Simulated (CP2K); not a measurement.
# PbF2 (Fluorocronite) (Fm-3m) in CP2K: notebook

One crystal, PbF2 (Fluorocronite), is run at these levels: LDA; tasks: single point, equation of state.

Program: CP2K 2026.2. These are calculated values, not measurements. Logs are shortened: lines on timing, memory, paths and dates and some standing lists are left out, and cuts for length are marked.

## (1) The structure

It takes space group Fm-3m (No. 225, cubic). The conventional cell has a = 5.927 Å, b = 5.927 Å, c = 5.927 Å, α = 90.00°, β = 90.00°, γ = 90.00°. Pb (site symmetry m-3m) is surrounded by 8 F at 2.57 Å. F (site symmetry -43m) has 4 Pb at 2.57 Å as nearest neighbours.

## (2) Single point, LDA, 17.35 Å³/atom

Input file pbf2_eos.inp:

```
&GLOBAL
  PROJECT pbf2_eos
  RUN_TYPE ENERGY_FORCE
  PRINT_LEVEL LOW
&END GLOBAL
&FORCE_EVAL
  METHOD QS
  STRESS_TENSOR ANALYTICAL
  &DFT
    BASIS_SET_FILE_NAME BASIS_MOLOPT_UZH
    POTENTIAL_FILE_NAME GTH_POTENTIALS
    &MGRID
      CUTOFF 750
      REL_CUTOFF 60
      NGRIDS 5
    &END MGRID
    &QS
      METHOD GPW
      EPS_DEFAULT 1.0E-9
    &END QS
    &KPOINTS
      SCHEME MONKHORST-PACK 8 8 8
      GAMMA_CENTERED T
      SYMMETRY T
      SYMMETRY_BACKEND SPGLIB
    &END KPOINTS
    &SCF
      SCF_GUESS ATOMIC
      EPS_SCF 1.0E-6
      MAX_SCF 100
      ADDED_MOS 12
      CHOLESKY OFF
      EPS_EIGVAL 1.0E-7
      &DIAGONALIZATION ON
        ALGORITHM STANDARD
      &END DIAGONALIZATION
      &MIXING ON
        METHOD BROYDEN_MIXING
        ALPHA 0.4
        BETA 1.5
        NBUFFER 8
      &END MIXING
      &SMEAR ON
        METHOD FERMI_DIRAC
        ELECTRONIC_TEMPERATURE [K] 580.226
      &END SMEAR
    &END SCF
    &XC
      &XC_FUNCTIONAL
        &LDA_X
        &END LDA_X
        &LDA_C_PW
        &END LDA_C_PW
      &END XC_FUNCTIONAL
    &END XC
    &PRINT
      &KPOINTS ON
      &END KPOINTS
      &MULLIKEN ON
      &END MULLIKEN
      &MO ON
        ENERGIES T
        OCCUPATION_NUMBERS T
        &EACH
          QS_SCF 0
        &END EACH
        ADD_LAST NUMERIC
      &END MO
    &END PRINT
  &END DFT
  &SUBSYS
    &CELL
      A 4.1912481663 0.0000000000 0.0000000000
      B 2.0956240831 3.6297273855 0.0000000000
      C 2.0956240831 1.2099091285 3.4221397976
      PERIODIC XYZ
    &END CELL
    &COORD
      SCALED
      Pb  0.0000000000 0.0000000000 0.0000000000
      F   0.7500000000 0.7500000000 0.7500000000
      F   0.2500000000 0.2500000000 0.2500000000
    &END COORD
    &KIND Pb
      BASIS_SET TZVP-MOLOPT-PBE-GTH-q4
      POTENTIAL GTH-PADE-q4
    &END KIND
    &KIND F
      BASIS_SET TZVP-MOLOPT-PBE-GTH-q7
      POTENTIAL GTH-PADE-q7
    &END KIND
    &PRINT
      &ATOMIC_COORDINATES ON
      &END ATOMIC_COORDINATES
      &CELL ON
      &END CELL
    &END PRINT
  &END SUBSYS
  &PRINT
    &FORCES ON
    &END FORCES
    &STRESS_TENSOR ON
    &END STRESS_TENSOR
  &END PRINT
&END FORCE_EVAL
```

Potentials or basis: GTH_POTENTIALS Pb GTH-PADE-q4, F GTH-PADE-q7; TZVP-MOLOPT-PBE-GTH basis.

On the command line:

```sh
> OMP_NUM_THREADS=1 cp2k.psmp -i pbf2_eos.inp -o pbf2_eos.out
```

pbf2_eos.out:

```text

 CP2K| version string:                                       CP2K version 2026.2
 CP2K| Input file name                                              pbf2_eos.inp

 GLOBAL| Force Environment number                                              1
 GLOBAL| Basis set file name                                    BASIS_MOLOPT_UZH
 GLOBAL| Potential file name                                      GTH_POTENTIALS
 GLOBAL| MM Potential file name                                     MM_POTENTIAL
 GLOBAL| Coordinate file name                                      __STD_INPUT__
 GLOBAL| Method name                                                        CP2K
 GLOBAL| Project name                                                   pbf2_eos
 GLOBAL| Run type                                                   ENERGY_FORCE
 GLOBAL| FFT library                                                       FFTW3
[... 6 lines left out ...]
 GLOBAL| Total number of message passing processes                             1
 GLOBAL| Number of threads for this process                                    1
 GLOBAL| CPU model name                                                  UNKNOWN

 CELL| Volume [angstrom^3]:                                            52.061315
 CELL| Vector a [angstrom]:       4.191     0.000     0.000   |a| =     4.191248
 CELL| Vector b [angstrom]:       2.096     3.630     0.000   |b| =     4.191248
 CELL| Vector c [angstrom]:       2.096     1.210     3.422   |c| =     4.191248
 CELL| Angle (b,c), alpha [degree]:                                    60.000000
 CELL| Angle (a,c), beta  [degree]:                                    60.000000
 CELL| Angle (a,b), gamma [degree]:                                    60.000000
 CELL| Numerically orthorhombic:                                              NO
 CELL| Periodicity                                                           XYZ

 CELL_REF| Volume [angstrom^3]:                                        52.061315
 CELL_REF| Vector a [angstrom     4.191     0.000     0.000   |a| =     4.191248
 CELL_REF| Vector b [angstrom     2.096     3.630     0.000   |b| =     4.191248
 CELL_REF| Vector c [angstrom     2.096     1.210     3.422   |c| =     4.191248
 CELL_REF| Angle (b,c), alpha [degree]:                                60.000000
 CELL_REF| Angle (a,c), beta  [degree]:                                60.000000
 CELL_REF| Angle (a,b), gamma [degree]:                                60.000000
 CELL_REF| Numerically orthorhombic:                                          NO
 CELL_REF| Periodicity                                                       XYZ
[... 10 lines left out ...]

  Total number of            - Atomic kinds:                                   2
                             - Atoms:                                          3
                             - Shell sets:                                     3
                             - Shells:                                        21
                             - Primitive Cartesian functions:                 14
                             - Cartesian basis functions:                     54
                             - Spherical basis functions:                     51

  Maximum angular momentum of- Orbital basis functions:                        2
                             - Local part of the GTH pseudopotential:          2
                             - Non-local part of the GTH pseudopotential:      4

 MODULE QUICKSTEP: ATOMIC COORDINATES IN ANGSTROM

   Atom Kind Element         X             Y             Z       Z(eff)     Mass
      1    1 Pb   82      0.000000      0.000000      0.000000   4.0000 207.2000
      2    2 F     9      6.286872      3.629727      2.566605   7.0000  18.9984
      3    2 F     9      2.095624      1.209909      0.855535   7.0000  18.9984

 SCF PARAMETERS         Density guess:                                    ATOMIC
                        --------------------------------------------------------
                        max_scf:                                             100
[... 7 lines left out ...]
                        --------------------------------------------------------
                        level_shift [a.u.]:                             0.000000
                        added MOs                                        12    0
                        --------------------------------------------------------
                        Mixing method:                            BROYDEN_MIXING
                                                charge density mixing in g-space
                        --------------------------------------------------------
                        Smear method:                                FERMI_DIRAC
                        Electronic temperature [K]:                        580.2
                        Electronic temperature [a.u.]:                  1.84E-03
[... 31 lines left out ...]
 Number of occupied orbitals:                                                  9
 Number of molecular orbitals:                                                21

 Number of orbital functions:                                                 51
 Number of independent orbital functions:                                     51

 SCF WAVEFUNCTION OPTIMIZATION

  Step     Update method      Time    Convergence         Total energy    Change
  ------------------------------------------------------------------------------
     1 NoMix/Diag. 0.40E+00    1.0     0.61634030       -51.9815694676 -5.20E+01
     2 Broy./Diag. 0.40E+00    0.9     0.06178433       -49.8054405278  2.18E+00
     3 Broy./Diag. 0.40E+00    0.9     0.02882033       -51.7128170475 -1.91E+00
     4 Broy./Diag. 0.40E+00    0.9     0.06594292       -52.0851738081 -3.72E-01
     5 Broy./Diag. 0.40E+00    0.9     0.00983240       -52.0373586239  4.78E-02
     6 Broy./Diag. 0.40E+00    0.9     0.01475362       -52.2382426234 -2.01E-01
     7 Broy./Diag. 0.40E+00    0.9     0.00175433       -52.1358148355  1.02E-01
     8 Broy./Diag. 0.40E+00    0.9     0.00048668       -52.1718028424 -3.60E-02
     9 Broy./Diag. 0.40E+00    0.9     0.00016783       -52.1558209412  1.60E-02
    10 Broy./Diag. 0.40E+00    0.9     0.00023216       -52.1600757397 -4.25E-03
    11 Broy./Diag. 0.40E+00    0.9     0.00001485       -52.1591244894  9.51E-04
    12 Broy./Diag. 0.40E+00    0.9     0.00002283       -52.1593795853 -2.55E-04
    13 Broy./Diag. 0.40E+00    0.9     0.00002943       -52.1593060617  7.35E-05
    14 Broy./Diag. 0.40E+00    0.9     0.00000933       -52.1592950952  1.10E-05
    15 Broy./Diag. 0.40E+00    0.9     0.00000048       -52.1592972099 -2.11E-06

  *** SCF run converged in    15 steps ***

  Electronic density on regular grids:        -17.9999999620        0.0000000380
  Core density on regular grids:               17.9999999795       -0.0000000205
  Total charge density on r-space grids:        0.0000000175
  Total charge density g-space grids:           0.0000000175

  Overlap energy of the core charge distribution:               0.00000000000608
  Self energy of the core charge distribution:               -133.81813119237285
  Core Hamiltonian energy:                                     37.10552043822292
  Hartree energy:                                              54.67059559220051
  Exchange-correlation energy:                                -10.11728204798345
  Electronic entropic energy:                                  -0.00000000000000
  Fermi energy:                                                 0.07644847476877

  Total energy:                                               -52.15929720992678
  Total energy (extrapolated to T->0):                        -52.15929720992678

 MO| EIGENVALUES AND OCCUPATION NUMBERS FOR K POINT 1
 MO|
 MO|  Index      Eigenvalue [a.u.]        Eigenvalue [eV]             Occupation
 MO|      1              -0.733788             -19.967385               2.000000
 MO|      2              -0.723545             -19.688670               2.000000
 MO|      3              -0.202865              -5.520233               2.000000
 MO|      4              -0.093252              -2.537513               2.000000
 MO|      5              -0.081553              -2.219159               2.000000
 MO|      6              -0.081553              -2.219158               2.000000
[... 371 lines left out ...]
 MO|     20               0.963969              26.230942               0.000000
 MO|     21               1.008882              27.453065               0.000000
 MO| Sum:                                                              18.000000
 MO| E(Fermi):            0.076448 a.u.          2.080269 eV
 MO| Band gap:            0.194346 a.u.          5.288431 eV

 [... the levels of further k-points ...]

 !-----------------------------------------------------------------------------!
                     Mulliken Population Analysis

 #  Atom  Element  Kind  Atomic population                           Net charge
       1     Pb       1          2.619171                              1.380829
       2     F        2          7.690414                             -0.690414
       3     F        2          7.690415                             -0.690415
 # Total charge                             18.000000                 -0.000000

 !-----------------------------------------------------------------------------!

 ENERGY| Total FORCE_EVAL ( QS ) energy [hartree]            -52.159296542859927

 FORCES| Atomic forces [hartree/bohr]
 FORCES|   Atom     x               y               z               |f|
 FORCES|      1 -8.98328723E-12 -1.42122497E-09  9.47048267E-10   1.70788218E-09
 FORCES|      2 -4.46603328E-10 -3.10930923E-08 -2.95736714E-08   4.29136561E-08
 FORCES|      3  4.56163777E-10  3.25137666E-08  2.86311681E-08   4.33254763E-08
 FORCES| Sum     5.77161181E-13 -5.50610677E-13  4.54501996E-12
 FORCES| Total atomic force                                       4.61448736E-12

 STRESS| Analytical stress tensor [bar]
 STRESS|                        x                   y                   z
 STRESS|      x       -4.89950294993E+04   2.61949775062E-03   2.12259888903E-03
 STRESS|      y        2.61949775062E-03  -4.89953018791E+04   7.68228871854E-02
 STRESS|      z        2.12259888903E-03   7.68228871854E-02  -4.89954650856E+04
 STRESS| 1/3 Trace                                            -4.89952654880E+04
 STRESS| Determinant                                          -1.17614900602E+14

 STRESS| Eigenvectors and eigenvalues of the analytical stress tensor [bar]
 STRESS|                        1                   2                   3
 STRESS| Eigenvalues  -4.89954955597E+04  -4.89952714499E+04  -4.89950294544E+04
 STRESS|      x          -0.002161364820     -0.013296988765      0.999909255179
 STRESS|      y          -0.368676255766      0.929485934426      0.011563569472
 STRESS|      z           0.929555349044      0.368617807213      0.006911242230
```

Run time: 16 s. Hardware: 1 thread of Arm Neoverse V2, shared host; peak memory 0.39 GiB.

Results:

```yaml
Free_energy: -1419.3266 eV
Pressure: -4.9 GPa
Band_gap_on_the_k_mesh: 4.17 eV, indirect (least direct gap 4.36 eV)
Mulliken_charges: Pb +1.38; F -0.69 e
```

Caveat: Mulliken charges move with the basis; spin-orbit coupling is left out, which as a rule narrows the gap of such compounds by several tenths of an eV; the basis of atomic orbitals isn't converged, which shifts pressures, moduli and gaps.

## (3) Single point, LDA, 17.01 Å³/atom (volume scaled by 0.98)

Edit pbf2_eos.inp of step 2 so:

```diff
@@ -11,2 +11,3 @@
     POTENTIAL_FILE_NAME GTH_POTENTIALS
+    WFN_RESTART_FILE_NAME previous-RESTART.kp
     &MGRID
@@ -27,3 +28,3 @@
     &SCF
-      SCF_GUESS ATOMIC
+      SCF_GUESS RESTART
       EPS_SCF 1.0E-6
@@ -72,5 +73,5 @@
     &CELL
-      A 4.1912481663 0.0000000000 0.0000000000
-      B 2.0956240831 3.6297273855 0.0000000000
-      C 2.0956240831 1.2099091285 3.4221397976
+      A 4.1631181364 0.0000000000 0.0000000000
+      B 2.0815590682 3.6053660650 0.0000000000
+      C 2.0815590682 1.2017886883 3.3991717244
       PERIODIC XYZ
```

Potentials or basis: GTH_POTENTIALS Pb GTH-PADE-q4, F GTH-PADE-q7; TZVP-MOLOPT-PBE-GTH basis.

On the command line:

```sh
> OMP_NUM_THREADS=1 cp2k.psmp -i pbf2_eos.inp -o pbf2_eos.out
```

Wall time 13 s (1 thread of Arm Neoverse V2, shared host); peak memory 0.39 GiB.

The run converged. Its results:

| Property | Result |
| --- | --- |
| Free energy | -1419.3544 eV |
| Pressure | -3.6 GPa |
| Band gap on the k mesh | 4.17 eV, indirect (least direct gap 4.36 eV) |
| Mulliken charges | Pb +1.38; F -0.69 e |

Caveat: Mulliken charges move with the basis; spin-orbit coupling is left out, which as a rule narrows the gap of such compounds by several tenths of an eV; the basis of atomic orbitals isn't converged, which shifts pressures, moduli and gaps.

## (4) Single point, LDA, 17.70 Å³/atom (volume scaled by 1.02)

Edit pbf2_eos.inp of step 3 so:

```diff
@@ -73,5 +73,5 @@
     &CELL
-      A 4.1631181364 0.0000000000 0.0000000000
-      B 2.0815590682 3.6053660650 0.0000000000
-      C 2.0815590682 1.2017886883 3.3991717244
+      A 4.2190055856 0.0000000000 0.0000000000
+      B 2.1095027927 3.6537660158 0.0000000000
+      C 2.1095027927 1.2179220053 3.4448036356
       PERIODIC XYZ
```

On the command line:

```sh
> OMP_NUM_THREADS=1 cp2k.psmp -i pbf2_eos.inp -o pbf2_eos.out
```

Wall time 13 s (1 thread of Arm Neoverse V2, shared host); peak memory 0.39 GiB.

Results (log left out):

- Free energy: -1419.2910 eV
- Pressure: -6.0 GPa
- Band gap on the k mesh: 4.17 eV, indirect (least direct gap 4.35 eV)
- Mulliken charges: Pb +1.38; F -0.69 e

Caveat: Mulliken charges move with the basis; spin-orbit coupling is left out, which as a rule narrows the gap of such compounds by several tenths of an eV; the basis of atomic orbitals isn't converged, which shifts pressures, moduli and gaps.

## (5) Single point, LDA, 16.66 Å³/atom (volume scaled by 0.96)

Edit pbf2_eos.inp of step 4 so:

```diff
@@ -73,5 +73,5 @@
     &CELL
-      A 4.2190055856 0.0000000000 0.0000000000
-      B 2.1095027927 3.6537660158 0.0000000000
-      C 2.1095027927 1.2179220053 3.4448036356
+      A 4.1346027337 0.0000000000 0.0000000000
+      B 2.0673013668 3.5806710019 0.0000000000
+      C 2.0673013668 1.1935570006 3.3758889956
       PERIODIC XYZ
```

On the command line:

```sh
> OMP_NUM_THREADS=1 cp2k.psmp -i pbf2_eos.inp -o pbf2_eos.out
```

Wall time 13 s (1 thread of Arm Neoverse V2, shared host); peak memory 0.39 GiB.

Results (log left out):

| Quantity | Value |
| --- | --- |
| Free energy | -1419.3732 eV |
| Pressure | -2.1 GPa |
| Band gap on the k mesh | 4.16 eV, indirect (least direct gap 4.36 eV) |
| Mulliken charges | Pb +1.38; F -0.69 e |

Caveat: Mulliken charges move with the basis; spin-orbit coupling is left out, which as a rule narrows the gap of such compounds by several tenths of an eV; the basis of atomic orbitals isn't converged, which shifts pressures, moduli and gaps.

## (6) Single point, LDA, 18.05 Å³/atom (volume scaled by 1.04)

Edit pbf2_eos.inp of step 5 so:

```diff
@@ -73,5 +73,5 @@
     &CELL
-      A 4.1346027337 0.0000000000 0.0000000000
-      B 2.0673013668 3.5806710019 0.0000000000
-      C 2.0673013668 1.1935570006 3.3758889956
+      A 4.2464024934 0.0000000000 0.0000000000
+      B 2.1232012467 3.6774924339 0.0000000000
+      C 2.1232012467 1.2258308113 3.4671731171
       PERIODIC XYZ
```

Potentials or basis: GTH_POTENTIALS Pb GTH-PADE-q4, F GTH-PADE-q7; TZVP-MOLOPT-PBE-GTH basis.

On the command line:

```sh
> OMP_NUM_THREADS=1 cp2k.psmp -i pbf2_eos.inp -o pbf2_eos.out
```

It took 13 s on 1 thread of Arm Neoverse V2, shared host; peak memory 0.39 GiB.

Results (log left out):

```
Free energy            : -1419.2484 eV
Pressure               : -7.1 GPa
Band gap on the k mesh : 4.16 eV, indirect (least direct gap 4.35 eV)
Mulliken charges       : Pb +1.38; F -0.69 e
```

Caveat: Mulliken charges move with the basis; spin-orbit coupling is left out, which as a rule narrows the gap of such compounds by several tenths of an eV; the basis of atomic orbitals isn't converged, which shifts pressures, moduli and gaps.

## (7) Single point, LDA, 16.31 Å³/atom (volume scaled by 0.94)

Edit pbf2_eos.inp of step 6 so:

```diff
@@ -73,5 +73,5 @@
     &CELL
-      A 4.2464024934 0.0000000000 0.0000000000
-      B 2.1232012467 3.6774924339 0.0000000000
-      C 2.1232012467 1.2258308113 3.4671731171
+      A 4.1056884819 0.0000000000 0.0000000000
+      B 2.0528442409 3.5556305253 0.0000000000
+      C 2.0528442409 1.1852101751 3.3522806078
       PERIODIC XYZ
```

On the command line:

```sh
> OMP_NUM_THREADS=1 cp2k.psmp -i pbf2_eos.inp -o pbf2_eos.out
```

It took 13 s on 1 thread of Arm Neoverse V2, shared host; peak memory 0.39 GiB.

Results (log left out):

| Property | Result |
| --- | --- |
| Free energy | -1419.3819 eV |
| Pressure | -0.5 GPa |
| Band gap on the k mesh | 4.15 eV, indirect (least direct gap 4.36 eV) |
| Mulliken charges | Pb +1.38; F -0.69 e |

Caveat: Mulliken charges move with the basis; spin-orbit coupling is left out, which as a rule narrows the gap of such compounds by several tenths of an eV; the basis of atomic orbitals isn't converged, which shifts pressures, moduli and gaps.

## (8) Single point, LDA, 18.39 Å³/atom (volume scaled by 1.06)

Edit pbf2_eos.inp of step 7 so:

```diff
@@ -73,5 +73,5 @@
     &CELL
-      A 4.1056884819 0.0000000000 0.0000000000
-      B 2.0528442409 3.5556305253 0.0000000000
-      C 2.0528442409 1.1852101751 3.3522806078
+      A 4.2734503723 0.0000000000 0.0000000000
+      B 2.1367251861 3.7009165842 0.0000000000
+      C 2.1367251861 1.2336388614 3.4892576178
       PERIODIC XYZ
```

On the command line:

```sh
> OMP_NUM_THREADS=1 cp2k.psmp -i pbf2_eos.inp -o pbf2_eos.out
```

Wall time 12 s (1 thread of Arm Neoverse V2, shared host); peak memory 0.39 GiB.

It converged, with:

```
Free energy            : -1419.1996 eV
Pressure               : -7.9 GPa
Band gap on the k mesh : 4.15 eV, indirect (least direct gap 4.34 eV)
Mulliken charges       : Pb +1.38; F -0.69 e
```

Caveat: Mulliken charges move with the basis; spin-orbit coupling is left out, which as a rule narrows the gap of such compounds by several tenths of an eV; the basis of atomic orbitals isn't converged, which shifts pressures, moduli and gaps.

## (9) Equation of state, LDA

Potentials or basis: GTH_POTENTIALS Pb GTH-PADE-q4, F GTH-PADE-q7; TZVP-MOLOPT-PBE-GTH basis.

No new run: the results of the series are fitted here.

What came out:

* Equilibrium volume: 16.21 Å³/atom (rough: see the caveat)
* Bulk modulus: 85 GPa (rough)

Energy against volume, from the lowest point:
| volume (Å³/atom) | energy (meV/atom) |
| --- | --- |
| 16.313 | 0.00 |
| 16.660 | 2.91 |
| 17.007 | 9.17 |
| 17.354 | 18.42 |
| 17.701 | 30.29 |
| 18.048 | 44.50 |
| 18.395 | 60.76 |

Caveat: the minimum lies outside the volumes run; the basis of atomic orbitals isn't converged, which shifts pressures, moduli and gaps. The run has no spin-orbit coupling, so splittings on Pb are missing.
